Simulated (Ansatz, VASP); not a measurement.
CuO: VASP beside Ansatz

```
Cu O
1.0
     3.23778    0.00000    0.00000
     0.00000    3.23778    0.00000
     0.00000    0.00000    4.74072
Cu O
2 2
Direct
  0.00000 0.00000 0.00000
  0.50000 0.50000 0.00000
  0.50000 0.00000 0.26700
  0.00000 0.50000 0.73300
```

The cell was built by a generator and needn't be a form met in nature.

Alike in both runs: task single point; functional PBE; k mesh 8 × 8 × 6; occupations fermi-dirac, width 0.05 eV; no spin polarisation.

|  | VASP | Ansatz |
| --- | --- | --- |
| version | VASP 6.6.1 | Ansatz 0.2.0 |
| potentials or method | VASP PAW PBE potentials, release 64 (Cu, O) | Ansatz PAW |
| plane-wave cutoff (eV) | 520 | 420 |
| valence electrons in the cell | 34 | 50 |

Ansatz gave:

```
gap on the k mesh at the Fermi level (eV)       : none
pressure (GPa)                                  : 7.4
largest component of the traceless stress (GPa) : 20.78
rms of the force components (eV/Å)              : 0.625
```

Question: Estimate VASP's values.

Answer: gap on the k mesh at the Fermi level (eV): none; pressure (GPa): 7.9; largest component of the traceless stress (GPa): 20.93; rms of the force components (eV/Å): 0.597.

Atom by atom the forces differ by 0.028 eV/Å (rms over components). A gap of «none» marks a metal or a gap that the smearing closes. The two sets of potentials don't hold the same shells in valence.

Caveats: the run has no spin polarisation, though such a crystal can be magnetic; semilocal functionals often make such compounds metallic where correlation or magnetic order opens a gap, which also shifts bond lengths; forces of over 1 eV/Å show positions far from the minimum, so gaps and moduli don't describe the material at rest; the pressure holds a Pulay correction of +0.6 GPa for the finite cutoff (Ansatz).
